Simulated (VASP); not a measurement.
# SnSe in VASP: further runs

The runs below take SnSe through single point, with PBEsol.

All numbers are computed with VASP 6.6.1; they aren't measurements. Logs are shortened: lines on timing, memory, paths and dates and some standing lists are left out, and cuts for length are marked.

## (1) The slab as given

The cell holds a slab with vacuum, 4 atoms: a = 4.234 Å, b = 4.234 Å, c = 11.004 Å, α = 90.00°, β = 90.00°, γ = 90.00°.

## (2) Single point, PBEsol

The input, INCAR:

```
PREC     = Accurate       # precision mode
ENCUT    = 700            # plane-wave cutoff, eV
EDIFF    = 1E-7           # SCF threshold, eV
ISMEAR   = 0              # smearing method
SIGMA    = 0.02           # smearing width, eV
LREAL    = False          # projectors in reciprocal space
LASPH    = True           # aspherical terms in the spheres
NELM     = 60             # most SCF steps
ALGO     = Normal         # electronic algorithm
ISIF     = 2              # what is computed and relaxed
LWAVE    = False          # write WAVECAR
LCHARG   = False          # write CHGCAR
GGA      = PS             # functional
NBANDS   = 28             # bands
```

The input, KPOINTS:

```
regular mesh
0
Gamma
  6 6 4
```

The input, POSCAR:

```
SnSe
1.0
    4.2336300000      0.0000000000      0.0000000000
    0.0000000000      4.2336300000      0.0000000000
    0.0000000000      0.0000000000     11.0038100000
Sn Se
2 2
Direct
    0.5000000000      0.0000000000      0.3783800000
    0.0000000000      0.5000000000      0.6216200000
    0.5000000000      0.0000000000      0.6232000000
    0.0000000000      0.5000000000      0.3768000000
```

Potentials or basis: VASP PAW PBE potentials, release 64 (Sn_d, Se).

The run is started by

```
cat potpaw_PBE.64/Sn_d/POTCAR potpaw_PBE.64/Se/POTCAR > POTCAR
mpirun -np 1 vasp_std > vasp.out
```

OUTCAR:

```text
PREC = Accurate
   ENCUT = 700
   EDIFF = 1E-7
   ISMEAR = 0
   LREAL = False
   LASPH = True
   NELM = 60
   ISIF = 2
   GGA = PS

 ion  position               nearest neighbor table
   1  0.500  0.000  0.378-   3 2.69   4 2.99   4 2.99   4 2.99   4 2.99
   2  0.000  0.500  0.622-   4 2.69   3 2.99   3 2.99   3 2.99   3 2.99
   3  0.500  0.000  0.623-   1 2.69   2 2.99   2 2.99   2 2.99   2 2.99
   4  0.000  0.500  0.377-   2 2.69   1 2.99   1 2.99   1 2.99   1 2.99

  LATTYP: Found a simple tetragonal cell.
 ALAT       =     4.2336300000
 C/A-ratio  =     2.5991430522

  Lattice vectors:

 A1 = (   4.2336300000,   0.0000000000,   0.0000000000)
 A2 = (   0.0000000000,   4.2336300000,   0.0000000000)
 A3 = (   0.0000000000,   0.0000000000,  11.0038100000)

Analysis of symmetry for initial positions (statically):
=====================================================================
 Subroutine PRICEL returns:
 Original cell was already a primitive cell.

 Routine SETGRP: Setting up the symmetry group for a
 simple tetragonal supercell.

 Subroutine GETGRP returns: Found 16 space group operations
 (whereof  8 operations were pure point group operations)
 out of a pool of 16 trial point group operations.

The static configuration has the point symmetry D_2d.
 The point group associated with its full space group is D_4h.

Analysis of symmetry for dynamics (positions and initial velocities):
=====================================================================
 Subroutine PRICEL returns:
 Original cell was already a primitive cell.

 Routine SETGRP: Setting up the symmetry group for a
 simple tetragonal supercell.

 Subroutine GETGRP returns: Found 16 space group operations
 (whereof  8 operations were pure point group operations)
 out of a pool of 16 trial point group operations.

The dynamic configuration has the point symmetry D_2d.
 The point group associated with its full space group is D_4h.

 Subroutine INISYM returns: Found 16 space group operations
 (whereof  8 operations are pure point group operations),
 and found     1 'primitive' translations

----------------------------------------------------------------------------------------

                                     Primitive cell

  volume of cell :     197.2281

  direct lattice vectors                    reciprocal lattice vectors
     4.233630000  0.000000000  0.000000000     0.236203920  0.000000000  0.000000000
     0.000000000  4.233630000  0.000000000     0.000000000  0.236203920  0.000000000
     0.000000000  0.000000000 11.003810000     0.000000000  0.000000000  0.090877614

  length of vectors
     4.233630000  4.233630000 11.003810000     0.236203920  0.236203920  0.090877614

  position of ions in fractional coordinates (direct lattice)
     0.500000000  0.000000000  0.378380000
     0.000000000  0.500000000  0.621620000
     0.500000000  0.000000000  0.623200000
     0.000000000  0.500000000  0.376800000

  ion indices of the primitive-cell ions
   primitive index   ion index
                 1           1
                 2           2
                 3           3
                 4           4

----------------------------------------------------------------------------------------

 KPOINTS: regular mesh

Automatic generation of k-mesh.
 Grid dimensions read from file:
 generate k-points for:    6    6    4

 Generating k-lattice:

  Cartesian coordinates                     Fractional coordinates (reciprocal lattice)
     0.039367320  0.000000000  0.000000000     0.166666667  0.000000000  0.000000000
     0.000000000  0.039367320  0.000000000     0.000000000  0.166666667  0.000000000
     0.000000000  0.000000000  0.022719404     0.000000000  0.000000000  0.250000000

  Length of vectors
     0.039367320  0.039367320  0.022719404

  Shift w.r.t. Gamma in fractional coordinates (k-lattice)
     0.000000000  0.000000000  0.000000000

 Subroutine IBZKPT returns following result:
 ===========================================

 Found     30 irreducible k-points:

 Following reciprocal coordinates:
            Coordinates               Weight
  0.000000  0.000000  0.000000      1.000000
  0.166667  0.000000  0.000000      4.000000
  0.333333  0.000000  0.000000      4.000000
  0.500000  0.000000  0.000000      2.000000
  0.166667  0.166667  0.000000      4.000000
  0.333333  0.166667  0.000000      8.000000
[... 16 lines left out ...]
  0.333333  0.000000  0.500000      4.000000
  0.500000  0.000000  0.500000      2.000000
 [... further k-points ...]
   k-points           NKPTS =     30   k-points in BZ     NKDIM =     30   number of bands    NBANDS=     28
   number of dos      NEDOS =    301   number of ions     NIONS =      4
   total plane-waves  NPLWV = 153600
   dimension x,y,z NGX =    40 NGY =   40 NGZ =   96
   dimension x,y,z NGXF=    80 NGYF=   80 NGZF=  192
   ions per type =               2   2
   NGX,Y,Z   is equivalent  to a cutoff of  15.71, 15.71, 14.50 a.u.
   NGXF,Y,Z  is equivalent  to a cutoff of  31.41, 31.41, 29.01 a.u.
 SYSTEM =  unknown system
   PREC   = accura    normal or accurate (medium, high low for compatibility)
   ISTART =      0    job   : 0-new  1-cont  2-samecut
   ICHARG =      2    charge: 1-file 2-atom 10-const
   ISPIN  =      1    spin polarized calculation?
   LNONCOLLINEAR =      F non collinear calculations
   LSORBIT =      F    spin-orbit coupling
   LASPH  =      T    aspherical Exc in radial PAW
   ENCUT  =  700.0 eV  51.45 Ry    7.17 a.u.   9.13  9.13 23.74*2*pi/ulx,y,z
   NELM   =     60;   NELMIN=  2; NELMDL= -5     # of ELM steps
   EDIFF  = 0.1E-06   stopping-criterion for ELM
   LREAL  =      F    real-space projection
   EDIFFG = 0.1E-05   stopping-criterion for IOM
   NSW    =      0    number of steps for IOM
   IBRION =     -1    ionic relax: 0-MD 1-quasi-New 2-CG
   NFREE  =      0    steps in history (QN), initial steepest desc. (CG)
   ISIF   =      2    stress and relaxation
   ISYM   =      2    0-nonsym 1-usesym 2-fastsym
   POTIM  = 0.5000    time-step for ionic-motion
   TEBEG  =    0.0;   TEEND  =   0.0 temperature during run
   PSTRESS=    0.0 pullay stress
   NELECT =      40.0000    total number of electrons
   NUPDOWN=      -1.0000    fix difference up-down
   EMIN   =  10.00;   EMAX   =-10.00  energy-range for DOS
   EFERMI =   0.00;   METHOD = LEGACY
   ISMEAR =     0;   SIGMA  =   0.02  broadening in eV -4-tet -1-fermi 0-gaus
   EFERMI_NEDOS =   21; number of points for ismear=-14 and -15
   IALGO  =     38    algorithm
   IMIX   =      4    mixing-type and parameters
     AMIX     =   0.40;   BMIX     =  1.00
     AMIX_MAG =   1.60;   BMIX_MAG =  1.00
  volume/ion in A,a.u.               =      49.31       332.74
  Fermi-wavevector in a.u.,A,eV,Ry     =   0.961845  1.817624 12.587379  0.925146
  Thomas-Fermi vector in A             =   2.091253
   LORBIT       =      0    0 simple, 1 ext, 2 COOP (PROOUT), +10 PAW based schemes
   GGA     = PS    functional components
   LHFCALC =     F    Hartree Fock is set to
   AEXX    =    0.0000 exact exchange contribution
   IVDW    =     0    specifies the selected vdW correction
   LEPSILON=     F    determine dielectric tensor
   LRPA    =     F    only Hartree local field effects (RPA)
 non-spin polarized calculation
 Gauss-broadening in eV      SIGMA  =   0.02
  energy-cutoff  :      700.00
  volume of cell :      197.23
 maximum number of plane-waves:      8336
 NGX is ok and might be reduce to    40
   NGX = 19   NGY = 19   NGZ = 47

 number of electron      39.9999998 magnetization

 Free energy of the ion-electron system (eV)
  ---------------------------------------------------
  ext. energy  EPLUGINS =         0.00000000
  ---------------------------------------------------
  free energy    TOTEN  =       -17.60037731 eV

  energy without entropy =      -17.60037731  energy(sigma->0) =      -17.60037731

 E-fermi :   0.8965     XC(G=0):  -6.1390

 val. band max:        0.7399946846   @ k =   0.3333   0.0000   0.5000
 cond. band min:       2.2215813075   @ k =   0.5000   0.0000   0.0000
 fundamental gap:      1.4815866229
 Fermi energy:         0.8964599217

 k-point     1 :       0.0000    0.0000    0.0000
  band No.  band energies     occupation
      1     -20.3019      2.00000
      2     -20.2894      2.00000
      3     -20.2827      2.00000
      4     -20.2814      2.00000
      5     -20.2724      2.00000
      6     -20.2658      2.00000
[... 20 lines left out ...]
     27       6.2905      0.00000
     28       6.4039      0.00000

 k-point     2 :       0.1667    0.0000    0.0000
  band No.  band energies     occupation
      1     -20.2977      2.00000
      2     -20.2860      2.00000
      3     -20.2847      2.00000
      4     -20.2794      2.00000
      5     -20.2767      2.00000
      6     -20.2660      2.00000
[... 20 lines left out ...]
     27       5.7720      0.00000
     28       6.0393      0.00000

 k-point     3 :       0.3333    0.0000    0.0000
  band No.  band energies     occupation
      1     -20.2895      2.00000
      2     -20.2883      2.00000
      3     -20.2841      2.00000
      4     -20.2782      2.00000
      5     -20.2772      2.00000
      6     -20.2663      2.00000
[... 20 lines left out ...]
     27       5.5651      0.00000
     28       7.2276      0.00000

 k-point     4 :       0.5000    0.0000    0.0000
  band No.  band energies     occupation
      1     -20.2888      2.00000
      2     -20.2888      2.00000
      3     -20.2821      2.00000
      4     -20.2821      2.00000
      5     -20.2692      2.00000
      6     -20.2692      2.00000
[... 578 lines left out ...]
     27       5.7547      0.00000
     28       6.0409      0.00000

 k-point    23 :       0.3333    0.0000    0.5000
  band No.  band energies     occupation
      1     -20.2895      2.00000
      2     -20.2883      2.00000
      3     -20.2841      2.00000
      4     -20.2782      2.00000
      5     -20.2772      2.00000
      6     -20.2663      2.00000
[... 20 lines left out ...]
     27       6.2147      0.00000
     28       6.9983      0.00000

 k-point    24 :       0.5000    0.0000    0.5000
  band No.  band energies     occupation
      1     -20.2888      2.00000
      2     -20.2888      2.00000
      3     -20.2821      2.00000
      4     -20.2821      2.00000
      5     -20.2692      2.00000
      6     -20.2692      2.00000
[... 20 lines left out ...]
     27       7.0239      0.00000
     28       7.0239      0.00000

 [... further k-points ...]

------------------------ aborting loop because EDIFF is reached ----------------------------------------

  FORCE on cell =-STRESS in cart. coord.  units (eV):
  Direction    XX          YY          ZZ          XY          YZ          ZX
  --------------------------------------------------------------------------------------
  -------------------------------------------------------------------------------------
  Total        0.0024194      0.0024194      0.0007035      0.0000000      0.0000000      0.0000000
  in kB        0.0196539      0.0196539      0.0057145      0.0000000      0.0000000      0.0000000
  external PRESSURE =       0.0150074 kB  Pullay stress =       0.0000000 kB

 VOLUME and BASIS-vectors are now :
 -----------------------------------------------------------------------------
  energy-cutoff  :      700.00
  volume of cell :      197.23
      direct lattice vectors                 reciprocal lattice vectors
     4.233630000  0.000000000  0.000000000     0.236203920  0.000000000  0.000000000
     0.000000000  4.233630000  0.000000000     0.000000000  0.236203920  0.000000000
     0.000000000  0.000000000 11.003810000     0.000000000  0.000000000  0.090877614

 POSITION                                       TOTAL-FORCE (eV/Angst)
 -----------------------------------------------------------------------------------
      2.11681      0.00000      4.16362         0.000000     -0.000000     -0.002289
      0.00000      2.11681      6.84019        -0.000000      0.000000      0.002289
      2.11681      0.00000      6.85757        -0.000000      0.000000      0.000704
      0.00000      2.11681      4.14624        -0.000000      0.000000     -0.000704
 -----------------------------------------------------------------------------------
    total drift:                               -0.000000      0.000000      0.000000

  FREE ENERGIE OF THE ION-ELECTRON SYSTEM (eV)
  ---------------------------------------------------
  free  energy   TOTEN  =       -17.6003773144 eV

  energy  without entropy=      -17.6003773144  energy(sigma->0) =      -17.60037731
```

Run time: 4.1 min. Hardware: 1 thread of Intel Xeon Platinum 8488C (Sapphire Rapids), shared host; peak memory 0.52 GiB.

What came out:

```
Free energy            : -17.6004 eV
Band gap on the k mesh : 1.48 eV, indirect (least direct gap 1.53 eV)
```

Forces on the atoms (eV/Å):
```
Sn   0.000  0.000 -0.002
Sn   0.000  0.000  0.002
Se   0.000  0.000  0.001
Se   0.000  0.000 -0.001
```

Caveat: the PAW data sets were made with another functional, which shifts forces and pressure a little; spin-orbit coupling is left out, which moves the levels of the heavy elements.

## (3) Single point, PBEsol

INCAR: that of step 2 with these lines changed.

```diff
@@ -1,3 +1,3 @@
 PREC     = Accurate       # precision mode
-ENCUT    = 700            # plane-wave cutoff, eV
+ENCUT    = 520            # plane-wave cutoff, eV
 EDIFF    = 1E-7           # SCF threshold, eV
```

The input, KPOINTS:

```
regular mesh
0
Gamma
  10 10 4
```

POSCAR is that of step 2.

Potentials or basis: VASP PAW PBE potentials, release 64 (Sn_d, Se).

The run is started by

```
cat potpaw_PBE.64/Sn_d/POTCAR potpaw_PBE.64/Se/POTCAR > POTCAR
mpirun -np 1 vasp_std > vasp.out
```

OUTCAR:

```text
PREC = Accurate
   ENCUT = 520
   EDIFF = 1E-7
   ISMEAR = 0
   LREAL = False
   LASPH = True
   NELM = 60
   ISIF = 2
   GGA = PS

 ion  position               nearest neighbor table
   1  0.500  0.000  0.378-   3 2.69   4 2.99   4 2.99   4 2.99   4 2.99
   2  0.000  0.500  0.622-   4 2.69   3 2.99   3 2.99   3 2.99   3 2.99
   3  0.500  0.000  0.623-   1 2.69   2 2.99   2 2.99   2 2.99   2 2.99
   4  0.000  0.500  0.377-   2 2.69   1 2.99   1 2.99   1 2.99   1 2.99

  LATTYP: Found a simple tetragonal cell.
 ALAT       =     4.2336300000
 C/A-ratio  =     2.5991430522

  Lattice vectors:

 A1 = (   4.2336300000,   0.0000000000,   0.0000000000)
 A2 = (   0.0000000000,   4.2336300000,   0.0000000000)
 A3 = (   0.0000000000,   0.0000000000,  11.0038100000)

Analysis of symmetry for initial positions (statically):
=====================================================================
 Subroutine PRICEL returns:
 Original cell was already a primitive cell.

 Routine SETGRP: Setting up the symmetry group for a
 simple tetragonal supercell.
[... 172 lines left out ...]

  energy without entropy =      -17.58253162  energy(sigma->0) =      -17.58253162

 E-fermi :   1.2159     XC(G=0):  -6.1379

 val. band max:        1.1284322725   @ k =   0.4000   0.0000   0.5000
 cond. band min:       1.7677422675   @ k =   0.4000   0.0000   0.5000
 fundamental gap:      0.6393099950
 Fermi energy:         1.2159187982

 k-point     1 :       0.0000    0.0000    0.0000
  band No.  band energies     occupation
      1     -20.2974      2.00000
      2     -20.2880      2.00000
      3     -20.2810      2.00000
      4     -20.2799      2.00000
      5     -20.2707      2.00000
      6     -20.2614      2.00000
[... 733 lines left out ...]
     27       5.6708      0.00000
     28       6.1244      0.00000

 [... further k-points ...]

------------------------ aborting loop because EDIFF is reached ----------------------------------------

  FORCE on cell =-STRESS in cart. coord.  units (eV):
  Direction    XX          YY          ZZ          XY          YZ          ZX
  --------------------------------------------------------------------------------------
  -------------------------------------------------------------------------------------
  Total        0.0984302      0.0984302     -0.0587750      0.0000000      0.0000000      0.0000000
  in kB        0.7995953      0.7995953     -0.4774574      0.0000000      0.0000000      0.0000000
  external PRESSURE =       0.3739111 kB  Pullay stress =       0.0000000 kB

 VOLUME and BASIS-vectors are now :
 -----------------------------------------------------------------------------
  energy-cutoff  :      520.00
  volume of cell :      197.23
      direct lattice vectors                 reciprocal lattice vectors
     4.233630000  0.000000000  0.000000000     0.236203920  0.000000000  0.000000000
     0.000000000  4.233630000  0.000000000     0.000000000  0.236203920  0.000000000
     0.000000000  0.000000000 11.003810000     0.000000000  0.000000000  0.090877614

 POSITION                                       TOTAL-FORCE (eV/Angst)
 -----------------------------------------------------------------------------------
      2.11681      0.00000      4.16362         0.000000     -0.000000     -0.011222
      0.00000      2.11681      6.84019         0.000000      0.000000      0.011222
      2.11681      0.00000      6.85757        -0.000000     -0.000000     -0.021503
      0.00000      2.11681      4.14624        -0.000000     -0.000000      0.021503
 -----------------------------------------------------------------------------------
    total drift:                                0.000000      0.000000      0.000000

  FREE ENERGIE OF THE ION-ELECTRON SYSTEM (eV)
  ---------------------------------------------------
  free  energy   TOTEN  =       -17.5825316160 eV

  energy  without entropy=      -17.5825316160  energy(sigma->0) =      -17.58253162
```

stdout:

```text
POSCAR found type information on POSCAR SnSe
 POSCAR found :  2 types and       4 ions
 scaLAPACK will be used
 -----------------------------------------------------------------------------
|                                                                             |
|                                                                             |
|     You enforced a specific xc type in the INCAR file but a different       |
|     I HOPE YOU KNOW WHAT YOU ARE DOING!                                     |
|                                                                             |
 -----------------------------------------------------------------------------

 LDA part: xc-table for (Slater+PW92), standard interpolation
 POSCAR, INCAR and KPOINTS ok, starting setup
 FFT: planning ... GRIDC
 FFT: planning ... GRID_SOFT
 FFT: planning ... GRID
 WAVECAR not read
 entering main loop
```

It took 3.9 min on 1 thread of Intel Xeon Platinum 8488C (Sapphire Rapids), shared host; peak memory 0.47 GiB.

Results:

```yaml
Free_energy: -17.5825 eV
Largest_force: 0.022 eV/Å
Band_gap_on_the_k_mesh: 0.64 eV, direct
```

Forces in eV/Å, atoms in the order of the input:
```
Sn   0.000  0.000 -0.011
Sn   0.000  0.000  0.011
Se   0.000  0.000 -0.022
Se   0.000  0.000  0.022
```

Levels at points of the mesh, in eV from the valence-band top:
| k point | band 18 | band 19 | band 20 | band 21 | band 22 | band 23 |
| --- | --- | --- | --- | --- | --- | --- |
| (0.00, 0.00, 0.00) | -2.28 | -2.28 | -0.96 | 1.37 | 3.21 | 3.40 |
| (0.50, 0.00, 0.00) | -1.98 | -0.46 | -0.46 | 1.10 | 1.10 | 1.62 |
| (0.50, 0.50, 0.00) | -3.87 | -2.16 | -2.16 | 3.21 | 3.21 | 4.12 |
| (0.00, 0.00, 0.50) | -2.28 | -2.28 | -0.96 | 1.22 | 3.21 | 4.30 |
| (0.50, 0.00, 0.50) | -1.98 | -0.46 | -0.46 | 1.10 | 1.10 | 1.62 |
| (0.50, 0.50, 0.50) | -3.88 | -2.16 | -2.16 | 3.18 | 3.18 | 4.16 |

Caveat: the PAW data sets were made with another functional, which shifts forces and pressure a little; spin-orbit coupling is left out, which moves the levels of the heavy elements.
